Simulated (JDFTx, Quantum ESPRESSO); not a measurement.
Given: the input of a run of Quantum ESPRESSO 7.5 (ASE script) on SnTe. 

run.py

```python
import numpy as np
from ase.calculators.espresso import Espresso, EspressoProfile
from ase import Atoms

atoms = Atoms(['Te', 'Sn'],
              cell=[[0.0, 3.15085, 3.15085], [3.15085, 0.0, 3.15085], [3.15085, 3.15085, 0.0]],
              scaled_positions=[[0.5, 0.5, 0.5], [0.0, 0.0, 0.0]],
              pbc=True)

input_data = {
    'control': {'calculation': 'scf', 'prefix': 'pwscf', 'outdir': './tmp', 'tprnfor': True, 'tstress': True, 'disk_io': 'nowf'},
    'system': {'ecutwfc': 68.0, 'ecutrho': 544.0, 'nbnd': 16, 'occupations': 'smearing', 'smearing': 'fd', 'degauss': 0.00367493},
    'electrons': {'conv_thr': 4e-10, 'electron_maxstep': 120, 'mixing_beta': 0.5},
}
pseudopotentials = {'Sn': 'sn_pbesol_v1.4.uspp.F.UPF', 'Te': 'te_pbesol_v1.uspp.F.UPF'}
profile = EspressoProfile(command='mpirun -n 2 pw.x -nk 2', pseudo_dir='pseudo')
dft = Espresso(profile=profile, input_data=input_data, pseudopotentials=pseudopotentials, kpts=(7, 7, 7), koffset=(0, 0, 0))
atoms.calc = dft

print(f'energy {atoms.get_potential_energy():.8f} eV')
print('forces (eV/A)')
print(np.round(atoms.get_forces(), 6))
print('stress (eV/A^3, Voigt)')
print(np.round(atoms.get_stress(), 8))
print(f'Fermi level {dft.get_fermi_level():.4f} eV')
```

Potentials or basis: GBRV 1.5 PBEsol.

Launch:

```console
$ OMP_NUM_THREADS=1 python run.py
```

Translate it to JDFTx 1.7.0 (patched build). Potentials or basis there: PseudoDojo-SR-PBEsol-0.4.1-standard, cutoff 1088 eV.

As run (cutoffs and basis follow the program's own potentials, and thresholds, step limits or extra output files can differ):

The input SnTe.in:

```
lattice Face-Centered Cubic 11.9084871196
coords-type Lattice
ion Te     0.5000000000     0.5000000000     0.5000000000 1
ion Sn     0.0000000000     0.0000000000     0.0000000000 1

ion-species pseudo/Te.upf
ion-species pseudo/Sn.upf
elec-cutoff 40 320
elec-ex-corr gga-PBEsol
kpoint-folding 7 7 7
elec-smearing Fermi 0.0018374661
elec-n-bands 22
electronic-SCF nIterations 100 energyDiffThreshold 1e-09
electronic-minimize nIterations 30 energyDiffThreshold 1e-7
converge-empty-states yes
forces-output-coords Cartesian

dump-name run.$VAR
dump End Ecomponents EigStats BandEigs Kpoints Forces Stress ElecDensity
```

Potentials or basis: PseudoDojo-SR-PBEsol-0.4.1-standard.

The run is started by

```console
$ jdftx -c 1 -i SnTe.in -o SnTe.out
```

Both were run:

|  | Quantum ESPRESSO | JDFTx |
| --- | --- | --- |
| Pressure | -0.6 GPa | -0.3 GPa |

The potentials hold 20 and 30 valence electrons a cell.

Pressure is positive in compression.
